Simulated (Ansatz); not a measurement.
Runs of Ansatz 0.2.0 on TiO. It takes space group P-6m2 (No. 187, hexagonal). The conventional cell has a = 3.031 Å, b = 3.031 Å, c = 3.238 Å, α = 90.00°, β = 90.00°, γ = 120.00°. Ti (site symmetry -6m2) is surrounded by 6 O at 2.38 Å. O (site symmetry -6m2) has 6 Ti at 2.38 Å as nearest neighbours. 

```tsv
level	cutoff (eV)	gap on the mesh (eV)	pressure (GPa)
HF	420	(a)	-18.3
r2SCAN50	500	2.74	-49.0
PBEsol0	420	1.14	-46.0
PBE0	420	1.18	-42.1
```

Alike in all rows: task single point; potentials or basis Ansatz PAW; no spin polarisation; cell as given; k mesh 5 × 5 × 4; smearing fermi-dirac 0.05 eV; the mesh is coarse, so values aren't converged.

Problem. Estimate the missing entries.

Solution. (a) 7.92.

Caveats: all runs use coarse meshes; odd divisions of the mesh miss points on the zone boundary, where band edges often lie, so the gap on the mesh can be too wide; the PAW data sets come from PBE, with cores solved anew for the run's functional, which leaves a small shift of forces and pressure; the thresholds are loose for stress; a pressure of tens of GPa on the cell as given is suspect, and the run, the potentials or the cell itself is likely at fault (some runs); so large a pressure means that the cell lies far from this level's equilibrium, or that cutoff or potentials fall short (some runs).

A k mesh can miss the band edges.
